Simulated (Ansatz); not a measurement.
# Re: the cost of one run

Method: DFT PBE, scalar-relativistic, in Ansatz 0.2.0.

## (1) Starting point

The structure is cubic, space group Fm-3m (No. 225). The conventional cell has a = 3.950 Å, b = 3.950 Å, c = 3.950 Å, α = 90.00°, β = 90.00°, γ = 90.00°. Re (site symmetry m-3m) has 12 Re at 2.79 Å as nearest neighbours.

Structure file:

```
CELL_PARAMETERS angstrom
0.00000 1.97500 1.97500
1.97500 0.00000 1.97500
1.97500 1.97500 0.00000
ATOMIC_POSITIONS crystal
Re 0.00000 0.00000 0.00000
```

The cell comes from a crystallographic database entry that wasn't checked; take it as a given geometry, which may be far from equilibrium.

## (2) Volume × 0.94, LAPW

Contents of input.yaml:

```yaml
crystal:
  lattice:
    - [0.0, 1.9346825647, 1.9346825647]
    - [1.9346825647, 0.0, 1.9346825647]
    - [1.9346825647, 1.9346825647, 0.0]
  atoms:
    - { symbol: Re, position: [0.0, 0.0, 0.0] }
kpoints:
  mp_grid: { grid: [14, 14, 14] }
  band_path:
    path:
      - [0.0, 0.0, 0.0]
      - [0.5, 0.0, 0.5]
      - [0.625, 0.25, 0.625]
      - [0.375, 0.375, 0.75]
      - [0.0, 0.0, 0.0]
      - [0.5, 0.5, 0.5]
      - [0.5, 0.25, 0.75]
      - [0.5, 0.0, 0.5]
    npoints: 5
scf:
  occupations: { method: fermi_dirac, width: 0.03 }
hamiltonian:
  xc: pbe
  pseudopotentials: { kind: all_electron, lapw: { basis_error: 0.001 } }
output:
  forces: true
  stress: true
  eigenvalues: true
```

Launch:

```console
ansatz run input.yaml --threads 1 --pin off --max-ram 3072MiB --backend cpu --events-out ev --progress --plain --runs-dir out
```

**Question.** How long does this run take on 1 thread of Arm Neoverse V2, shared host, and how much memory does it need?

About 10 s, with a peak of 0.32 GiB.
